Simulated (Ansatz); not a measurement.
A single-point calculation of a 6-atom cell of MoS2 started from a crystallographic database with Ansatz, at the level HSE06. Cell and atoms come from a relaxation with r2SCAN+rVV10.

```yaml
crystal:
  lattice:
    - [3.1730194928, 0.0, 0.0]
    - [-1.5865097464, 2.7479154875, 0.0]
    - [0.0, 0.0, 12.4359059508]
  atoms:
    - { symbol: Mo, position: [0.3333333333, 0.6666666667, 0.25] }
    - { symbol: Mo, position: [0.6666666667, 0.3333333333, 0.75] }
    - { symbol: S, position: [0.3333333333, 0.6666666667, 0.6249005412] }
    - { symbol: S, position: [0.6666666667, 0.3333333333, 0.1249005412] }
    - { symbol: S, position: [0.3333333333, 0.6666666667, 0.8750994588] }
    - { symbol: S, position: [0.6666666667, 0.3333333333, 0.3750994588] }
kpoints:
  mp_grid: { grid: [6, 6, 2] }
  band_path:
    path:
      - [0.0, 0.0, 0.0]
      - [0.5, 0.0, 0.0]
      - [0.3333333333, 0.3333333333, 0.0]
      - [0.0, 0.0, 0.5]
      - [0.5, 0.0, 0.5]
      - [0.3333333333, 0.3333333333, 0.5]
      - [0.177083, 0.177083, 0.0]
    npoints: 1
hamiltonian:
  xc: hse06
scf:
  occupations: { method: fixed }
  n_extra_bands: 5
output:
  forces: true
  stress: true
  eigenvalues: true
```

Some lines of the output have been replaced by numbered gaps.
```
scf.n_extra_bands = 5 over 26 filled bands (N_el = 52.0): the run solves 31 bands
Functional definition: HSE06
Crystal: 6 atoms, lattice volume = 108.431 Å³
Basis set: ecut = 420 eV, 2105 PW (Γ)
Symmetry: 24 space group operations
Space group: P63/mmc (ITA 194)
k-points: 14 of 72
Exchange kernel: α = 0.2500, screened, ω = 0.2079 Å⁻¹, Wigner–Seitz truncation, v(0) = 1044.3846 eV·Å³, q-mesh 6×6×2
hybrid outer 1: dexx = +2.318e-2 eV, tail = 3.58e-5 eV
hybrid outer 2: dexx = +8.873e-6 eV, tail = 2.36e-8 eV, Δε = 2.79e-3 eV, ΔF = 2.19e-3 eV/Å
Free energy (F): -13531.594711 eV
[1]
--- Forces (eV/Å), atoms counted from 1 ---
  atom   1  Mo      0.00000      0.00000      0.00000
  atom   2  Mo      0.00000      0.00000      0.00000
  atom   3  S       0.00000      0.00000      0.40593
  atom   4  S       0.00000      0.00000      0.40593
  atom   5  S       0.00000      0.00000    -0.40593
  atom   6  S       0.00000      0.00000    -0.40593
--- Stress (GPa, compression-positive) ---
       -2.805025       0.000000       0.000000
        0.000000      -2.805025       0.000000
        0.000000       0.000000      -1.498867
  P = ⅓ Tr σ = -2.3696 GPa (-23.696 kbar)
--- Band table (eV; the first three rows and the last of 14) ---
[2]
```

The rows of the band table are 0: (0, 0, 0) = Γ, 1: (0, 0, -1/2) = A, 2: (0, 1/6, 0), 13: (1/3, 1/3, -1/2) = H.

Question: Fill in the blanks. They hold the Fermi energy and the band table.

Answer:
```
[1]
Fermi energy:    10.327105 eV
[2]
  k-point 0: bands = […, 7.9062, 7.9517, 7.9517, 8.8420, 9.1432, 10.3271, 13.1556, 13.1556, 13.1816, 13.1816, …]
  k-point 1: bands = […, 7.9289, 7.9289, 7.9289, 7.9289, 10.0163, 10.0163, 13.1608, 13.1608, 13.1608, 13.1608, …]
  k-point 2: bands = […, 7.2730, 7.3319, 8.0139, 8.9238, 9.0536, 9.5074, 12.4797, 12.8727, 12.9199, 13.0656, …]
  k-point 13: bands = […, 6.4556, 6.4556, 7.0771, 7.0771, 9.6304, 9.6304, 11.8048, 11.8048, 13.4566, 13.4566, …]
```
Only the leading digits can be foreseen; the rest is this run's record.

The HSE06 gap is indirect, 1.48 eV (Γ to K), below the direct gap of 2.09 eV at K. A second conduction valley, at K–Γ (0.47 of the way from K), lies only 14 meV higher, so their order isn't settled. Edges are sought over the mesh and the listed points. With the atoms held, the mean pressure is -2.4 GPa (compression positive). The stress of a hybrid is loosely converged here. The largest force is 0.41 eV/Å.

Question: It ran on 1 × NVIDIA H100 80GB HBM3 with 2 threads of AMD EPYC 7R13 Processor (Zen 3), on a shared host, load about 0.9 per core. About how long did it take, and what peak of host memory did it reach?

Answer: About 37 s, with a peak of 2.4 GiB.

No spin polarisation and no zero-point or thermal motion.

The runs are scalar-relativistic, without spin-orbit coupling.

The meshes of the hybrids are coarse, so their gaps aren't converged to the digits shown.
